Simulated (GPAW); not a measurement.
Set up this calculation in GPAW 26.7.0, as an ASE script.

```
Task                : relaxation of cell and atoms
Functional          : PBEsol
Potentials or basis : PAW data sets generated in the run's folder for this functional
Cutoff              : 600 eV
Basis               : pw
k mesh              : 10 × 10 × 8
Occupations         : fermi-dirac, width 0.05 eV
Spin                : no spin polarisation
Target pressure     : 10 GPa
Maxiter             : 150
Optimizer           : BFGS
Fmax                : 0.02 eV/Å
Max steps           : 60
Target pressure     : 10 GPa
Convergence         : density=1e-05 forces=0.0001
```

The structure of MoP lies in MoP.xyz:

```xyz
2
Lattice="3.2230000000 0.0000000000 0.0000000000 -1.6115000000 2.7911998764 0.0000000000 0.0000000000 0.0000000000 3.1910000000" Properties=species:S:1:pos:R:3 pbc="T T T"
Mo     0.0000000000      0.0000000000      0.0000000000
P     -0.0000000002      1.8607999177      1.5955000000
```

The input as run:

run.py

```python
from ase.filters import FrechetCellFilter
from ase.io import read, write
from ase.optimize import BFGS
from ase.units import GPa
from gpaw import GPAW, PW, setup_paths

setup_paths.insert(0, '.')

atoms = read('MoP.xyz')

calc = GPAW(mode=PW(600),
            xc='PBEsol',
            kpts={'size': (10, 10, 8), 'gamma': True},
            occupations={'name': 'fermi-dirac', 'width': 0.05},
            nbands=20,
            convergence={'density': 1e-05, 'forces': 0.0001},
            maxiter=150,
            txt='gpaw.txt')
atoms.calc = calc
opt = BFGS(FrechetCellFilter(atoms, scalar_pressure=10 * GPa), trajectory='relax.traj', logfile='-')
done = opt.run(fmax=0.02, steps=60)
calc.write('gs.gpw')
write('result.traj', atoms)
print('Converged:', done)
print('Cell:', atoms.cell.cellpar().round(4))
print('Volume:', round(atoms.get_volume(), 4))
print(atoms.get_scaled_positions().round(5))
```

Potentials or basis: PAW data sets generated in the run's folder for this functional, pw.

Command:

```sh
$ gpaw-setup -f PBEsol Mo P
$ OMP_NUM_THREADS=1 python run.py
```

It gave:

| Item | Value |
| --- | --- |
| Relaxed volume | 13.60 Å³/atom |
| Relaxed cell | a = 3.158 Å, b = 3.158 Å, c = 3.149 Å, α = 90.00°, β = 90.00°, γ = 120.00° |
| Space group after relaxing (to 0.05 Å) | P-6m2 (No. 187) |
| Energy change on relaxing (the enthalpy is what falls) | +14.0 meV/atom |
| Ionic steps | 6 |
| Pressure after relaxing | 9.9 GPa |
| Band gap on the k mesh | none (metal or under the smearing width) |

Caveat: later steps reuse the first step's grids.

Run time: 2.2 min on 1 thread of Arm Neoverse V1, with other jobs on the host, peak memory 0.25 GiB.
